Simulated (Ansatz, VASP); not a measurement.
## TiB in VASP and in Ansatz

```xyz
2
Lattice="0.0000 2.4291 2.4291 2.4291 0.0000 2.4291 2.4291 2.4291 0.0000" Properties=species:S:1:pos:R:3 pbc="T T T"
Ti    3.6437    3.6437    3.6437
B     0.0000    0.0000    0.0000
```

Alike in both runs: functional LDA; k mesh 14 × 14 × 14; occupations gaussian, width 0.1 eV; no spin polarisation.

Ansatz relaxed the structure, and its values are those at the end. VASP's run is a single point on that final structure, the one shown.

|  | VASP | Ansatz |
| --- | --- | --- |
| version | VASP 6.6.1 | Ansatz 0.2.0 |
| potentials or method | VASP PAW LDA potentials, release 64 (Ti_sv, B) | scalar-relativistic, plane waves, PAW |
| plane-wave cutoff (eV) | 520 | 420 |
| valence electrons in the cell | 15 | 15 |

```tsv
	VASP	Ansatz	Ansatz less VASP
gap on the k mesh at the Fermi level (eV)	none	none	-
pressure (GPa)	0.1	0.0	-0.11
```

A gap of «none» marks a metal or a gap that the smearing closes.
